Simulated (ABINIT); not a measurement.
# ZrB2 (P6/mmm) in ABINIT: settings compared

One crystal, ZrB2, is run at these levels: WC, PBEsol; tasks: band structure, equation of state.

All numbers are computed with ABINIT 10.8.3 (patched build); they aren't measurements. Logs are shortened: lines on timing, memory, paths and dates and some standing lists are left out, and cuts for length are marked. The log counts tension as positive stress, the text compression.

### Step 1. The structure

Symmetry: P6/mmm, No. 191, hexagonal system. Conventional cell: a = 3.170 Å, b = 3.170 Å, c = 3.533 Å, α = 90.00°, β = 90.00°, γ = 120.00°. Around Zr (site symmetry 6/mmm) lie 12 B at 2.54 Å. Around B (site symmetry -6m2) lie 3 B at 1.83 Å.

### Step 2. Band structure, WC

The input, run.abi:

```
ndtset 2

pp_dirpath "./"
pseudos "Zr.GGA_PBE-JTH.xml, B.GGA_PBE-JTH.xml"

acell 5.9904318151 5.9904318151 6.6764023983
rprim
     1.0000000000     0.0000000000     0.0000000000
    -0.5000000000     0.8660254038     0.0000000000
     0.0000000000     0.0000000000     1.0000000000
ntypat 2
znucl 40 5
natom 3
typat 1 2 2
xred
     0.0000000000     0.0000000000     0.0000000000
     0.6666666667     0.3333333333     0.5000000000
     0.3333333333     0.6666666667     0.5000000000

ecut 17.0
pawecutdg 34.0

ixc 23

occopt 3
tsmear 0.05 eV

nstep 100

iomode 3
prtwf 0
prteig 0
prtebands 0
enunit 1
prtden1 1

kptopt1 1
ngkpt1 10 10 8
nshiftk1 1
shiftk1 0.0 0.0 0.0
nband1 13
tolvrs1 1.0e-9

iscf2 -2
getden2 1
nband2 17
nbdbuf2 2
tolwfr2 1.0e-12
kptopt2 -7
ndivsm2 6
prteig2 1
prtvol2 -3
kptbounds2
     0.0000000000     0.0000000000     0.0000000000
     0.5000000000     0.0000000000     0.0000000000
     0.3333333333     0.3333333333     0.0000000000
     0.0000000000     0.0000000000     0.0000000000
     0.0000000000     0.0000000000     0.5000000000
     0.5000000000     0.0000000000     0.5000000000
     0.3333333333     0.3333333333     0.5000000000
     0.0000000000     0.0000000000     0.5000000000
```

Potentials or basis: JTH PAW PBE v2.0.

On the command line:

```bash
$ abinit run.abi > log 2>&1
```

run.abo:

```text
.Version 10.8.3 of ABINIT
 DATASET    1 : space group P6/m m m (#191); Bravais hP (primitive hexag.)
================================================================================
 Values of the parameters that define the memory need for DATASET  1.
     intxc =       0    ionmov =       0      iscf =      17    lmnmax =      18
     lnmax =       6     mgfft =      27  mpssoang =       3    mqgrid =    3001
     natom =       3  nloc_mem =       2    nspden =       1   nspinor =       1
    nsppol =       1      nsym =      24    n1xccc =       1    ntypat =       2
    occopt =       3   xclevel =       2
       mpw =         720          nfft =       15552          nkpt =          70
 PAW method is used; the additional fine FFT grid is defined by:
   mgfftf=        36    nfftf =     36864
================================================================================
================================================================================

 DATASET    2 : space group P6/m m m (#191); Bravais hP (primitive hexag.)
================================================================================
 Values of the parameters that define the memory need for DATASET  2.
     intxc =       0    ionmov =       0      iscf =      -2    lmnmax =      18
     lnmax =       6     mgfft =      27  mpssoang =       3    mqgrid =    3001
     natom =       3  nloc_mem =       2    nspden =       1   nspinor =       1
    nsppol =       1      nsym =      24    n1xccc =       1    ntypat =       2
    occopt =       3   xclevel =       2
       mpw =         720          nfft =       15552          nkpt =          65
 PAW method is used; the additional fine FFT grid is defined by:
   mgfftf=        36    nfftf =     36864
================================================================================
================================================================================

--------------------------------------------------------------------------------
------------- Echo of variables that govern the present computation ------------
--------------------------------------------------------------------------------
 -outvars: echo values of preprocessed input variables --------
            acell      5.9904318151E+00  5.9904318151E+00  6.6764023983E+00 Bohr
              amu      9.12240000E+01  1.08110000E+01
             ecut      1.70000000E+01 Hartree
           enunit           1
           getden1          0
           getden2          1
             iscf1         17
             iscf2         -2
              ixc          23
           jdtset        1    2
           kptopt1          1
           kptopt2         -7
         kptrlatt       10    0    0      0   10    0      0    0    8
          kptrlen1     5.34112192E+01
          kptrlen2     3.00000000E+01
            natom           3
            nband1         13
            nband2         17
           nbdbuf1          0
           nbdbuf2          2
           ndtset           2
           ndivsm1          0
           ndivsm2          6
            ngfft          24      24      27
          ngfftdg          32      32      36
             nkpt1         70
             nkpt2         65
            nstep         100
             nsym          24
           ntypat           2
           occopt           3
        pawecutdg      3.40000000E+01 Hartree
         pawxcdev           0
        prtebands           0
           prteig1          0
           prteig2          1
           prtvol1          0
           prtvol2         -3
            prtwf           0
            rprim      1.0000000000E+00  0.0000000000E+00  0.0000000000E+00
                      -5.0000000000E-01  8.6602540380E-01  0.0000000000E+00
                       0.0000000000E+00  0.0000000000E+00  1.0000000000E+00
           shiftk1     0.00000000E+00  0.00000000E+00  0.00000000E+00
           shiftk2     5.00000000E-01  5.00000000E-01  5.00000000E-01
          spgroup         191
           tolvrs1     1.00000000E-09
           tolvrs2     0.00000000E+00
[... 258 lines left out ...]
--------------------------------------------------------------------------------

================================================================================
 Non-SCF case, kpt    1 (  0.00000  0.00000  0.00000), residuals and eigenvalues=
  7.71E-13  8.04E-13  5.03E-13  6.09E-13  2.08E-13  2.35E-13  2.50E-13  2.37E-13
  6.31E-14  8.43E-13  3.26E-13  9.06E-13  2.67E-13  2.93E-13  8.24E-13  3.46E-13
  9.11E-06
 -1.3291E+00 -5.2777E-01 -5.0740E-01 -5.0740E-01 -1.0236E-02  3.6019E-01
  3.6019E-01  3.6082E-01  3.7116E-01  5.8110E-01  5.8110E-01  6.1007E-01
  6.1007E-01  6.3652E-01  6.4633E-01  6.4633E-01  7.4406E-01
 Non-SCF case, kpt    2 (  0.05000  0.00000  0.00000), residuals and eigenvalues=
  8.60E-13  2.49E-13  3.11E-13  1.39E-13  3.83E-13  1.78E-13  8.96E-14  4.03E-13
  9.90E-13  9.35E-13  1.20E-13  4.66E-13  9.87E-13  2.66E-13  4.22E-13  4.41E-13
  1.03E-06
[... 430 lines left out ...]
 Non-SCF case, kpt   64 (  0.02778  0.02778  0.50000), residuals and eigenvalues=
  8.11E-13  3.02E-13  3.72E-13  9.24E-13  4.54E-13  9.97E-13  2.29E-13  3.78E-13
  1.52E-13  3.35E-13  3.45E-13  5.56E-13  5.28E-13  5.58E-13  4.47E-13  1.28E-06
  2.98E-05
 -1.3283E+00 -5.4100E-01 -5.0726E-01 -5.0663E-01  6.5468E-02  2.0310E-01
  4.0655E-01  4.0924E-01  4.7762E-01  4.8208E-01  4.8220E-01  4.8704E-01
  5.2460E-01  6.5127E-01  7.2551E-01  8.5037E-01  8.8452E-01
 Non-SCF case, kpt   65 (  0.00000  0.00000  0.50000), residuals and eigenvalues=
  5.50E-13  4.52E-13  4.11E-13  1.10E-13  2.26E-13  2.05E-13  6.04E-13  1.59E-13
  2.63E-13  3.96E-13  5.44E-13  7.76E-13  9.70E-13  6.51E-13  5.47E-13  5.88E-07
  9.43E-09
 -1.3284E+00 -5.4120E-01 -5.0645E-01 -5.0645E-01  6.5140E-02  2.0056E-01
  4.2193E-01  4.2193E-01  4.6842E-01  4.6842E-01  4.8464E-01  4.8464E-01
  5.2330E-01  6.4234E-01  7.2190E-01  8.5221E-01  8.8383E-01

--- !ResultsGS
iteration_state: {dtset: 2, }
comment   : Summary of ground state results
lattice_vectors:
- [  5.9904318,   0.0000000,   0.0000000, ]
- [ -2.9952159,   5.1878661,   0.0000000, ]
- [  0.0000000,   0.0000000,   6.6764024, ]
lattice_lengths: [   5.99043,    5.99043,    6.67640, ]
lattice_angles: [ 90.000,  90.000, 120.000, ] # degrees, (23, 13, 12)
lattice_volume:   2.0748628E+02
convergence: {deltae:  0.000E+00, res2:  0.000E+00, residm:  9.982E-13, diffor:  0.000E+00, }
etotal    :  -5.33701257E+01
entropy   :   0.00000000E+00
fermie    :   4.53077277E-01
cartesian_stress_tensor: null
pressure_GPa: null
xred      :
- [  0.0000E+00,   0.0000E+00,   0.0000E+00, Zr]
- [  6.6667E-01,   3.3333E-01,   5.0000E-01,  B]
- [  3.3333E-01,   6.6667E-01,   5.0000E-01,  B]
cartesian_forces: null
force_length_stats: {min: null, max: null, mean: null, }
...

 Integrated electronic density in atomic spheres:
 ------------------------------------------------
 Atom  Sphere_radius  Integrated_density
    1        2.22030          9.12964893
    2        1.70617          1.81405672
    3        1.70617          1.81405672

================================================================================

 ----iterations are completed or convergence reached----

 Mean square residual over all n,k,spin=   47.567E-14; max=  99.824E-14
 reduced coordinates (array xred) for    3 atoms
       0.000000000000      0.000000000000      0.000000000000
       0.666666666667      0.333333333333      0.500000000000
       0.333333333333      0.666666666667      0.500000000000

 cartesian coordinates (angstrom) at end:
    1      0.00000000000000     0.00000000000000     0.00000000000000
    2      1.58499999893432     0.91510017606673     1.76649999880083
    3      0.00000000000000     1.83020035213346     1.76649999880083
 length scales=  5.990431815100  5.990431815100  6.676402398300 bohr
              =  3.169999997869  3.169999997869  3.532999997602 angstroms
 Eigenvalues (   eV  ) for nkpt=  65  k points:
 kpt#   1, nband= 17, wtk=  1.00000, kpt=  0.0000  0.0000  0.0000 (reduced coord)
 -36.16629  -14.36148  -13.80718  -13.80718   -0.27855    9.80139    9.80139    9.81844
  10.09990   15.81252   15.81252   16.60084   16.60084   17.32053   17.58749   17.58749
  20.24688
 kpt#   2, nband= 17, wtk=  1.00000, kpt=  0.0500  0.0000  0.0000 (reduced coord)
 -36.16346  -14.35726  -13.83214  -13.81257   -0.22802    9.64845    9.80386    9.86841
  10.04141   15.78046   15.89918   16.21982   16.34226   17.55203   17.85853   17.98984
  20.07275
 kpt#   3, nband= 17, wtk=  1.00000, kpt=  0.1000  0.0000  0.0000 (reduced coord)
 -36.15525  -14.34501  -13.90390  -13.82818   -0.07859    9.23484    9.80622    9.88190
  10.00661   15.58458   15.68938   15.99281   16.11864   18.14646   18.24146   18.77231
  19.66369
 kpt#   4, nband= 17, wtk=  1.00000, kpt=  0.1500  0.0000  0.0000 (reduced coord)
 -36.14243  -14.32586  -14.01392  -13.85236    0.16350    8.65286    9.65822    9.79622
  10.19339   15.00635   15.55297   15.78109   16.33998   18.50003   19.01611   19.27722
  19.70801
 kpt#   5, nband= 17, wtk=  1.00000, kpt=  0.2000  0.0000  0.0000 (reduced coord)
[... 229 lines left out ...]
  11.96615   13.75283   14.37276   14.55122   14.56929   19.10112   20.42769   22.61175
  24.10221
 kpt#  63, nband= 17, wtk=  1.00000, kpt=  0.0556  0.0556  0.5000 (reduced coord)
 -36.13674  -14.70558  -13.86609  -13.80032    1.80857    5.72894   10.30545   10.53021
  12.53238   13.44567   13.75231   13.80429   14.38283   18.33127   20.02143   22.94852
  24.06244
 kpt#  64, nband= 17, wtk=  1.00000, kpt=  0.0278  0.0278  0.5000 (reduced coord)
 -36.14427  -14.72131  -13.80321  -13.78602    1.78146    5.52650   11.06270   11.13598
  12.99664   13.11807   13.12146   13.25301   14.27519   17.72186   19.74222   23.13974
  24.06912
 kpt#  65, nband= 17, wtk=  1.00000, kpt=  0.0000  0.0000  0.5000 (reduced coord)
 -36.14685  -14.72671  -13.78127  -13.78127    1.77254    5.45749   11.48136   11.48136
  12.74628   12.74628   13.18765   13.18765   14.23983   17.47892   19.64384   23.18988
  24.05011

== END DATASET(S) ==============================================================
================================================================================

 -outvars: echo values of variables after computation  --------
            acell      5.9904318151E+00  5.9904318151E+00  6.6764023983E+00 Bohr
           etotal1    -5.3370125677E+01
            fcart1     3.7457583836E-30  1.9463531500E-29 -0.0000000000E+00
                       1.4983033535E-29  1.2975687666E-29 -0.0000000000E+00
                      -1.8728791918E-29 -3.2439219166E-29 -0.0000000000E+00
            rprim      1.0000000000E+00  0.0000000000E+00  0.0000000000E+00
                      -5.0000000000E-01  8.6602540380E-01  0.0000000000E+00
                       0.0000000000E+00  0.0000000000E+00  1.0000000000E+00
           strten1     1.2442800082E-04  1.2442800045E-04  1.0833830535E-04
                       0.0000000000E+00  0.0000000000E+00  0.0000000000E+00
           xangst      0.0000000000E+00  0.0000000000E+00  0.0000000000E+00
                       1.5849999989E+00  9.1510017607E-01  1.7664999988E+00
                       2.0239315388E-17  1.8302003521E+00  1.7664999988E+00
             xred      0.0000000000E+00  0.0000000000E+00  0.0000000000E+00
                       6.6666666667E-01  3.3333333333E-01  5.0000000000E-01
                       3.3333333333E-01  6.6666666667E-01  5.0000000000E-01
 Calculation completed.
```

It took 27 s on 1 thread of Arm Neoverse V2, shared host; peak memory 0.11 GiB.

What came out:

```yaml
Free_energy: -1452.2751 eV
Pressure: -3.5 GPa
Band_gap_on_the_k_mesh: none (metal or under the smearing width)
Valence_electrons_inside_the_program's_atomic_spheres: Zr 9.13; B 1.81
```

Levels at the corners of the path, in eV from the Fermi level:
```csv
point,band 6,band 7,band 8,band 9,band 10,band 11,band 12,band 13
Γ,-2.53,-2.53,-2.51,-2.23,3.48,3.48,4.27,4.27
M,-8.37,-3.80,-2.94,-2.60,2.35,2.39,5.02,5.10
K,-7.65,-6.81,-2.36,-2.36,1.65,1.65,3.24,8.62
Γ,-2.53,-2.53,-2.51,-2.23,3.48,3.48,4.27,4.27
A,-6.87,-0.85,-0.85,0.42,0.42,0.86,0.86,1.91
L,-6.87,-4.51,-4.04,-1.89,3.82,4.20,5.39,6.34
H,-8.62,-4.81,-2.57,-2.57,4.17,6.13,6.13,6.67
A,-6.87,-0.85,-0.85,0.42,0.42,0.86,0.86,1.91
```

Caveat: the PAW data sets were made with another functional, which shifts forces and pressure a little.

### Step 3. Equation of state, PBEsol

The input, run.abi:

```
# Datasets: one volume each
ndtset 7
getwfk -1
scalecart1 3*0.9795861087
scalecart2 3*0.9864848297
scalecart3 3*0.9932883884
scalecart4 3*1.0000000000
scalecart5 3*1.0066227096
scalecart6 3*1.0131594038
scalecart7 3*1.0196128224

# Pseudopotentials
pp_dirpath "./"
pseudos "Zr.GGA_PBE-JTH.xml, B.GGA_PBE-JTH.xml"

# Structure
acell 5.9904318151 5.9904318151 6.6764023983
rprim
     1.0000000000     0.0000000000     0.0000000000
    -0.5000000000     0.8660254038     0.0000000000
     0.0000000000     0.0000000000     1.0000000000
ntypat 2
znucl 40 5
natom 3
typat 1 2 2
xred
     0.0000000000     0.0000000000     0.0000000000
     0.6666666667     0.3333333333     0.5000000000
     0.3333333333     0.6666666667     0.5000000000

# Plane-wave basis
ecut 326.536635 eV
pawecutdg 24.0

# k points
kptopt 1
ngkpt 10 10 8
nshiftk 1
shiftk 0.0 0.0 0.0

# Exchange and correlation
ixc -116133

# Bands and occupations
nband 13
occopt 3
tsmear 0.05 eV

# SCF cycle
nstep 100
tolvrs 1.0e-9

# Output
iomode 3
prtwf 1
prtden 0
prteig 0
prtebands 0
enunit 2
```

Potentials or basis: JTH PAW PBE v2.0.

On the command line:

```bash
$ abinit run.abi > log 2>&1
```

Run time: 89 s. Hardware: 1 thread of Arm Neoverse V2, shared host; peak memory 0.13 GiB.

It converged, with:

| Item | Value |
| --- | --- |
| Equilibrium volume | 10.10 Å³/atom |
| Bulk modulus at fixed shape and positions | 252 GPa |
| Pressure derivative of the bulk modulus | 4.1 |

Energy against volume, from the lowest point:
```
volume (Å³/atom)  energy (meV/atom)
           9.634              18.15
           9.839               5.42
          10.044               0.00
          10.249               1.48
          10.454               9.06
          10.659              21.90
          10.864              39.92
```

Caveat: the cutoff is too short for stress, so the log's stress isn't used; pressures at fixed basis lie under the slope of the energies; the cell was scaled at fixed shape and fractional positions, which overstates the stiffness of a crystal with free parameters, most of all of layers and chains; the PAW data sets were made with another functional, which shifts forces and pressure a little; the atomic spheres overlap.
